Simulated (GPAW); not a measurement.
# Si (P-1) in GPAW: single point with PBE

Aim: the single point of Si with PBE.

All numbers are computed with GPAW 26.7.0; they aren't measurements. Logs are shortened: lines on timing, memory, paths and dates and some standing lists are left out, and cuts for length are marked. The log counts tension as positive stress, the text compression.

## (1) The cell of the first run

The typed cell holds 1 atom: a = 2.664 Å, b = 2.662 Å, c = 2.488 Å, α = 88.19°, β = 90.35°, γ = 123.84°.

This isn't the form of Si at room conditions, which is diamond.

## (2) Single point, PBE (strain = -0.04; cell sheared at random, sigma 0.03, atoms nudged by 0.01 Å)

The input, run.py:

```python
from ase.dft.bandgap import bandgap
from ase.io import read, write
from ase.units import Bohr, GPa
from gpaw import GPAW, PW
from gpaw.elf import elf_from_dft_calculation

atoms = read('Si.xyz')

calc = GPAW(mode=PW(600),
            xc='PBE',
            kpts={'size': (12, 12, 11), 'gamma': True},
            occupations={'name': 'fermi-dirac', 'width': 0.05},
            nbands=8,
            convergence={'density': 1e-05, 'energy': 1e-05},
            maxiter=150,
            txt='gpaw.txt')
atoms.calc = calc
energy = atoms.get_potential_energy()
forces = atoms.get_forces()
stress = atoms.get_stress()
calc.write('gs.gpw')
write('result.traj', atoms)
print(f'Energy: {energy:.6f} eV')
print('Forces (eV/A):')
print(forces.round(4))
print('Stress (GPa):', (stress / GPa).round(3))
print('Fermi level:', round(calc.get_fermi_level(), 4), 'eV')
print(f'Gap: {bandgap(calc)[0]:.4f} eV, direct: {bandgap(calc, direct=True)[0]:.4f} eV')

# fields on the real-space grid
write('density.cube', atoms, data=calc.get_pseudo_density() * Bohr**3)
write('potential.cube', atoms, data=calc.get_electrostatic_potential())
write('elf.cube', atoms, data=elf_from_dft_calculation(calc).data)
```

The input, Si.xyz:

```xyz
1
Lattice="2.6629751466 -0.0894873360 -0.0068309500 -1.4071471436 2.2590109186 0.0418965100 -0.0072654228 0.0419482206 2.4877607300" Properties=species:S:1:pos:R:3 pbc="T T T"
Si     0.0000000000      0.0000000000      0.0000000000
```

Potentials or basis: GPAW PAW data sets (gpaw-data 1.2.1), pw.

Command:

```console
> OMP_NUM_THREADS=1 python run.py
```

gpaw.txt:

```text
__  _  _
 | _ |_)|_||  |
 |__||  | ||/\| - 26.7.0

Input parameters:
  mode=PW(ecut=600.0),
  convergence={'density': 1e-05, 'energy': 1e-05},
  kpts=MonkhorstPack(size=(12, 12, 11), gamma=True),
  maxiter=150,
  nbands=8,
  occupations=Occupations(name='fermi-dirac', width=0.05),
  xc=XC(name='PBE')

Diagonalizing LCAO Hamiltonian
Converting LCAO to pw mode

       Si

Atoms  # Å, Bohr magnetons
|   | symbol |        x |        y |        z |    initial magnetic moments |
|---|--------|----------|----------|----------|-----------------------------|
| 0 |     Si | 0.000000 | 0.000000 | 0.000000 | ( 0.0000,  0.0000,  0.0000) |

Unit cell  # Å
| periodic |         x |         y |         z |  lengths |     angles |
|----------|-----------|-----------|-----------|----------|------------|
|      yes |  2.662975 | -0.089487 | -0.006831 | 2.664487 |  88.189727 |
|      yes | -1.407147 |  2.259011 |  0.041897 | 2.661757 |  90.346523 |
|      yes | -0.007265 |  0.041948 |  2.487761 | 2.488125 | 123.841504 |

Number of symmetries: 2
Symmetry operations  # r_c * U_cc + t_c -> r_c
|   | kind |            matrix            |
|---|------|------------------------------|
| 0 |  E   |  1, 0, 0,  0, 1, 0,  0, 0, 1 |
| 1 |  i   | -1, 0, 0,  0,-1, 0,  0, 0,-1 |

BZ-sampling:
  Number of BZ points: 1584
  Number of IBZ points: 794

  Monkhorst-Pack size: [12, 12, 11]
  Monkhorst-Pack shift: [0.041666666666666664, 0.041666666666666664, 0.0]

K-points  # in reciprocal-cell coordinates
|     |                                coordinates |     weight |
|-----|--------------------------------------------|------------|
|   0 | ( -0.00000000,  -0.00000000,   0.00000000) | 0.00063131 |
|   1 | ( -0.00000000,  -0.00000000,   0.09090909) | 0.00126263 |
|   2 | ( -0.00000000,  -0.00000000,   0.18181818) | 0.00126263 |
|   3 | ( -0.00000000,  -0.00000000,   0.27272727) | 0.00126263 |
|   4 | ( -0.00000000,  -0.00000000,   0.36363636) | 0.00126263 |
|   5 | ( -0.00000000,  -0.00000000,   0.45454545) | 0.00126263 |
|   6 | ( -0.00000000,   0.08333333,  -0.45454545) | 0.00126263 |
|   7 | ( -0.00000000,   0.08333333,  -0.36363636) | 0.00126263 |
|   8 | ( -0.00000000,   0.08333333,  -0.27272727) | 0.00126263 |
|   9 | ( -0.00000000,   0.08333333,  -0.18181818) | 0.00126263 |
| ... |                                            |            |
| 793 | (  0.50000000,   0.50000000,   0.45454545) | 0.00126263 |

Plane wave coefficients: 500
Cutoff: 600.0 eV

Spin-components: 1 (collinear spins)
Bands:           8
Projectors:      5
Spin-degeneracy: 2
Datatype:        complex128

Parallelization:
  kpt:    1
  domain: 1
  band:   1

Density:
  Valence electrons: 4.0
  Components: 1
  Grid points: [16 16 15]
  Charge: 0.0  # |e|

Potential:
  Grid points: [16 16 15]

species:
  Si:
    name:    Silicon
    Z:       14.0
    valence: 4
    core:    10
    charge:  0.0  # [|e|]
    compensation charges:
      type: gauss
      rc: 0.33  # [Å]
      lmax: 2
    cutoffs:
      filter: 1.86  # [Å]
      core: 2.06  # [Å]
    projectors
    | kind |    occ | energy [eV] | rcut [Å] |
    |------|--------|-------------|----------|
    |   3s |  2.000 |     -10.812 |    1.058 |
    |   3p |  2.000 |      -4.081 |    1.058 |
    |    s |        |      16.399 |    1.058 |
    |    p |        |      23.130 |    1.058 |
    |    d |        |       0.000 |    1.058 |

    Using partial waves for Si as LCAO basis

Reference energy: -7886.344250  # eV

eigensolver:
  PPCG
  Converge bands: occupied
  niter=2

density mixing:
  MSR1-Mixer
  Pratt-step length: 0.05
  Maximum mixing coefficient: 0.75
  Old densities: 10
  SVD Regularization: 0.005
  Good broyden scale: 1.0
  Trust region scale: 1.0
  Backstep threshold: 4.0
  History deletion threshold: 6.0
  Fourier metric: weight=20.0, sigma=0.015

occupation numbers:
  Fermi-Dirac:
    width: 0.0500  # eV

poisson solver:
  ecut: 4800.0  # eV

xc functional:
  name: PBE with 2 nearest neighbor stencil

convergence criteria:
- Maximum integral of absolute [dens]ity change: 1e-05 electrons / valence electron
- Maximum [total energy] change in last 3 cyles: 1e-05 eV / valence electron
- Maximum integral of absolute [eigenst]ate change: 4e-08 eV^2 / valence electron
maximum number of iterations: 150

SCF iterations
|iter     | |      energy | eigst |  dens |
|---------|-|-------------|-------|-------|
|iter:   1| |   -5.051127 | -0.09 |       |
|iter:   2| |   -5.054016 | -3.12 | -1.13 |
|iter:   3| |   -5.069681 | -3.28 | -1.16 |
|iter:   4| |   -5.071588 | -4.06 | -1.65 |
|iter:   5| |   -5.071586 | -6.43 | -2.77 |
|iter:   6| |   -5.071586c| -8.71c| -3.68 |
|iter:   7| |   -5.071586c| -8.73c| -4.16 |
|iter:   8| |   -5.071586c| -9.26c| -5.17c|

Converged in 8 steps
Energy contributions relative to reference atoms: (reference = -7886.344250)

Energy contributions:
  Kinetic:           6.139321
  Coulomb:          -4.368701
  Zero:             -0.019568
  External:          0.000000
  Xc:               -6.821068
  Entropy:          -0.003141
  Spinorbit:         0.000000
  ----------------------------
  Free energy:      -5.073157
  Extrapolated:     -5.071586

dipole moment: (-2.719996, -4.817696, -5.495982)  # |e|*Ang

Fermi level: 9.009
Eigenvalues  # (at kpt = [-0.000, -0.000, 0.000])
| band index |      eig [eV] | occ [0-2] |
|------------|---------------|-----------|
|          0 |        -5.159 |     2.000 |
|          1 |        16.365 |     0.000 |
|          2 |        16.633 |     0.000 |
|          3 |        18.482 |     0.000 |
|          4 |        20.096 |     0.000 |
|          5 |        20.683 |     0.000 |
|          6 |        22.931 |     0.000 |
|          7 |        27.543 |     0.000 |

No gap
No difference between direct/indirect transitions

Forces  # eV/Ang
|       x |       y |       z |
|---------|---------|---------|
| 0.00000 | 0.00000 | 0.00000 |  # Si   0

Stress tensor  # eV/Ang^3
|         x |         y |         z |
|-----------|-----------|-----------|
| -0.018338 | -0.031381 | -0.003289 |
| -0.031381 | -0.052956 |  0.015388 |
| -0.003289 |  0.015388 | -0.012560 |

# Writing to gs.gpw (mode='')
```

Run time: 38 s. Hardware: 1 thread of Arm Neoverse V2, shared host; peak memory 0.24 GiB.

What came out:

* Free energy: -5.0732 eV
* Pressure: 4.5 GPa
* Band gap on the k mesh: none (metal or under the smearing width)

Stress tensor (GPa, compression positive):
```
 2.94  5.03  0.53
 5.03  8.48 -2.47
 0.53 -2.47  2.01
```

Levels at points of the mesh, in eV from the Fermi level:
| k point | band 1 | band 2 | band 3 | band 4 |
| --- | --- | --- | --- | --- |
| (0.00, 0.00, 0.00) | -14.17 | 7.36 | 7.62 | 9.47 |
| (0.00, 0.50, 0.00) | -7.09 | -6.68 | 4.58 | 6.13 |
| (0.50, 0.00, 0.00) | -7.12 | -6.70 | 4.64 | 6.18 |
| (0.50, 0.50, 0.00) | -8.32 | -7.05 | 7.09 | 7.60 |

Caveat: the density grid can change from cell to cell, which puts small steps into energies and stress.
